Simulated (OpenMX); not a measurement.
# MnO under changes of volume

One of the cells (10.999 Å³/atom); the others are scaled copies at fixed shape and fractional positions:

```xyz
2
Lattice="0.0000 2.2239 2.2239 2.2239 0.0000 2.2239 2.2239 2.2239 0.0000" Properties=species:S:1:pos:R:3 pbc="T T T"
Mn    0.0000    0.0000    0.0000
O     2.2239    2.2239    2.2239
```

The cell is a database's computed one.

| Item | Value |
| --- | --- |
| Program | OpenMX 3.8.5 |
| Functional | PBE |
| Potentials or basis | OpenMX 2013 PBE set, Mn6.0-s2p2d1, O6.0-s2p2, fixed grid of 30 × 30 × 30 points |
| k mesh | 11 × 11 × 11 |
| Occupations | fermi-dirac, width 0.05 eV |
| Spin | collinear spin, ferromagnetic start |
| Starting moments | [4.0, 0.0] μB |

| volume (Å³/atom) | energy over the lowest point (meV/atom) | moment (μB per cell) |
| --- | --- | --- |
| 10.339 | ? | ? |
| 10.559 | 34.76 | 4.86 |
| 10.779 | 18.92 | 4.90 |
| 10.999 | 8.33 | 4.93 |
| 11.219 | 2.12 | 4.96 |
| 11.439 | 0.00 | 4.98 |
| 11.659 | 2.15 | 4.99 |

Question: What does the run at 10.339 Å³/atom give?

Answer: Energy over the lowest point 56.01 meV/atom; moment 4.82 μB per cell.

Worked out: A Birch-Murnaghan fit of order 3 (a polynomial in V^(-2/3)) to the other rows has its minimum at 11.43 Å³/atom with B0 = V·E''(V) = 149 GPa and B' = 2.9. It gives 55.74 meV/atom at 10.339 Å³/atom, against the run's 56.01. A parabola through the other rows of the moment, of slope 0.227 μB per Å³/atom there, extrapolates to 4.81 μB, against the run's 4.82.

Energies are extrapolated to zero smearing.

Caveats: the transition metal has a single d function, too few for pressures, volumes and moments; the basis of atomic orbitals isn't converged, which shifts pressures, moduli and gaps; a cell with one magnetic atom can't hold antiferromagnetic order, which such compounds often take.
